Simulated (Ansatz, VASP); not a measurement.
# Two plane-wave programs on BaS

```xyz
4
Lattice="5.3684 0.0000 0.0000 0.0000 5.3684 0.0000 0.0000 0.0000 3.8470" Properties=species:S:1:pos:R:3 pbc="T T T"
Ba    2.6842    0.0000    1.5883
Ba    0.0000    2.6842    2.2587
S     0.0000    0.0000    0.0000
S     2.6842    2.6842    0.0000
```

Alike in both runs: functional PBEsol; k mesh 6 × 6 × 8; occupations gaussian, width 0.05 eV; no spin polarisation.

Ansatz relaxed the structure, and its values are those at the end. VASP's run is a single point on that final structure, the one shown.

|  | VASP | Ansatz |
| --- | --- | --- |
| version | VASP 6.6.1 | Ansatz 0.2.0 |
| potentials or method | VASP PAW PBE potentials, release 64 (Ba_sv, S) | scalar-relativistic, plane waves, PAW |
| plane-wave cutoff (eV) | 520 | 420 |
| valence electrons in the cell | 32 | 32 |

VASP gave:

```
gap on the k mesh at the Fermi level (eV) : 1.59
least direct gap on the mesh (eV)         : 1.59
pressure (GPa)                            : 0.5
rms of the force components (eV/Å)        : 0.023
```

Problem. Which values does Ansatz return?

Solution. gap on the k mesh at the Fermi level (eV): 1.69; least direct gap on the mesh (eV): 1.69; pressure (GPa): -0.6; rms of the force components (eV/Å): 0.003.

With one functional, cell and mesh, what is left measures potentials, basis and numerics.

Caveats: the PAW data sets were made with another functional, which shifts forces and pressure a little (VASP); spin-orbit coupling is left out, which moves the levels of the heavy elements. Expect the measured gap to be larger: semilocal functionals such as PBEsol lack the derivative discontinuity. A k mesh can miss the band edges.
